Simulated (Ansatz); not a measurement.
**CuO: single point with PBE**

Crystal: CuO.

```
Cu O
1.0
     4.16094    0.00000    0.00000
     0.00000    4.16094    0.00000
     0.00000    0.00000    3.88764
Cu O
3 3
Cartesian
  2.0805 0.0000 1.9438
  0.0000 2.0805 1.9438
  0.0000 0.0000 0.0000
  0.0000 0.0000 1.9438
  2.0805 0.0000 0.0000
  0.0000 2.0805 0.0000
```

Measurements of this composition are mostly on another form, of space group No. 15.

```yaml
Program: Ansatz 0.2.0
Task: single point
Functional: PBE
Potentials_or_basis: Ansatz PAW
Cutoff: "420 eV (not typed: the program's choice for these potentials)"
k_mesh: 11 × 11 × 12
Occupations: fermi-dirac, width 0.05 eV
Spin: no spin polarisation
```

```json
{"Pressure": "1.8 GPa", "Band gap on the k mesh": "none (metal or under the smearing width)"}
```

Stress tensor (GPa, compression positive):
```
2.22 0.00 0.00
0.00 2.22 0.00
0.00 0.00 0.84
```

Levels at points of the mesh, in eV from the Fermi level:
```csv
k point,band 36,band 37,band 38,band 39,band 40,band 41
"(0.00, 0.00, 0.00)",-1.48,-1.48,-1.48,-1.39,1.28,6.06
"(0.00, 0.00, -0.50)",-0.74,-0.21,-0.21,0.00,5.08,6.74
```

Run time: 13 s on 2 threads of Arm Neoverse V1, with other jobs on the host, peak memory 0.56 GiB.

Caveat: the pressure holds a Pulay correction of +0.7 GPa for the finite cutoff; an odd number of electrons without spin polarisation forces a metal; a magnetic or distorted state may lie lower; the run has no spin polarisation, though such a crystal can be magnetic; semilocal functionals often make such compounds metallic where correlation or magnetic order opens a gap, which also shifts bond lengths. With open d or f shells a metallic result of PBE can be an artefact of self-interaction; +U or a hybrid may open a gap.
